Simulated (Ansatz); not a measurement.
**LiF (rocksalt) under strain**

Rocksalt LiF, relaxed with r2SCAN in Ansatz. The symmetry is Fm-3m (No. 225, cubic); a = 3.990 Å in the conventional setting, 7.94 Å³ an atom. Li is surrounded by 6 F at 1.99 Å; F is surrounded by 6 Li at 1.99 Å.

The axes x, y and z are those of this cell:
```
CELL_PARAMETERS angstrom
0.00000 1.99487 1.99487
1.99487 0.00000 1.99487
1.99487 1.99487 0.00000
ATOMIC_POSITIONS crystal
Li 0.00000 0.00000 0.00000
F 0.50000 0.50000 0.50000
```

Unstrained: With PBE the valence top lies at Γ–K (0.17 of the way from Γ) and the conduction bottom at Γ, 9.347 eV higher; the smallest vertical gap, at Γ, is 9.348 eV. Least and direct gap differ so little that the kind isn't settled. With r2SCAN the gap is 10.330 eV and direct, at Γ. The HSE06 gap is indirect, 11.674 eV (Γ–K (0.17 of the way from Γ) to Γ), below the direct gap of 11.675 eV at Γ. Least and direct gap differ so little that the kind isn't settled. Meshes: PBE 10×10×10, r2SCAN 10×10×10, HSE06 8×8×8. Strains are changes of length per length. After each strain the atoms were relaxed again with r2SCAN within the symmetry that the strain leaves, so tilts or polar shifts that break it weren't tested; points keep the names that they have in the unstrained zone. Spin-unpolarised throughout; all numbers are computed.

Changes of the least gap in eV (an overlap counts as a negative gap):
```tsv
strain	volume change (%)	space group	PBE	r2SCAN	HSE06	energy rise, r2SCAN (meV/atom)
epitaxial -0.64 % in the plane normal to [111], free normal strain +0.27 %	-1.0	R-3m	+0.076	+0.080	+0.083	0.4
uniaxial -1.87 % along [111]	-1.9	R-3m	+0.104	+0.112	+0.117	1.5
biaxial +3.69 % in x and y, z held	+7.5	I4/mmm	-0.669	-0.699	-0.720	10.9
```

Epitaxial -0.64 % in the plane normal to [111], free normal strain +0.27 %. HSE06: the gap goes from 11.674 to 11.757 eV (+0.083 eV); the edges go from Γ–K (0.17) → Γ to Γ–K (0.14) → Γ. Stress change with r2SCAN, compression positive: xx +0.80, yy +0.80, zz +0.80, xy -0.42, xz -0.42, yz -0.42 GPa.

Uniaxial -1.87 % along [111], other directions held. HSE06: the gap goes from 11.674 to 11.791 eV (+0.117 eV); least and direct gap lie within 0.04 eV, so its kind isn't settled. Stress change with r2SCAN, compression positive: xx +1.53, yy +1.53, zz +1.53, xy +0.84, xz +0.84, yz +0.84 GPa.

Biaxial +3.69 % in x and y, z held. HSE06: the gap goes from 11.674 to 10.954 eV (-0.720 eV); least and direct gap lie within 0.04 eV, so its kind isn't settled. Stress change with r2SCAN, compression positive: xx -5.40, yy -5.40, zz -3.17 GPa.

Where an edge lies off the special points, it is a point of the mesh or the k point where a search put PBE's edge or least direct gap, reused for the other functionals, whose own edges may lie a little apart.

The meshes of the hybrids are coarse, so their gaps aren't converged to the digits shown.
